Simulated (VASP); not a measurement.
Input of a VASP 6.6.1 run:

Contents of POSCAR:

```
BN
1.0
    0.0000000000      1.8130010000      1.8130010000
    1.8130010000      0.0000000000      1.8130010000
    1.8130010000      1.8130010000      0.0000000000
N B
1 1
Direct
    0.2500000000      0.2500000000      0.2500000000
    0.0000000000      0.0000000000      0.0000000000
```

Contents of INCAR.step1:

```
  PREC = Accurate
  ENCUT = 520
  EDIFF = 1E-5
  ISMEAR = -1
  SIGMA = 0.05
  LREAL = False
  LASPH = True
  NELM = 80
  ALGO = Normal
  ISIF = 2
  LWAVE = True
  LCHARG = False
  GGA = PE
```

File INCAR.step2:

```
  PREC = Accurate
  ENCUT = 520
  EDIFF = 1E-7
  ISMEAR = -1
  SIGMA = 0.05
  LREAL = False
  LASPH = True
  NELM = 80
  ALGO = Normal
  ISIF = 2
  LWAVE = False
  LCHARG = False
  GGA = PE
  LHFCALC = True
  AEXX = 0.05
  PRECFOCK = Fast
  HFRCUT = -1
  ISTART = 1
```

File KPOINTS:

```
regular mesh
0
Gamma
  7 7 7
```

Potentials or basis: VASP PAW PBE potentials, release 64 (N, B).

Command:

```bash
$ cat potpaw_PBE.64/N/POTCAR potpaw_PBE.64/B/POTCAR > POTCAR
$ cp INCAR.step1 INCAR
$ mpirun -np 1 vasp_std > vasp.out
$ cp INCAR.step2 INCAR
$ mpirun -np 1 vasp_std > vasp.out
```

(1) Estimate the pressure.

(2) Predict the band gap on the k mesh.

Answers

(1) -2.0 GPa.

(2) 5.11 eV, indirect (least direct gap 9.27 eV).

Caveat: the k mesh is coarse (spacing up to 0.43 Å⁻¹), so the values aren't converged, least of all with exact exchange; the PAW data sets were made with another functional, which shifts forces and pressure a little; an odd mesh through Γ misses points on the zone boundary, where band edges often lie.
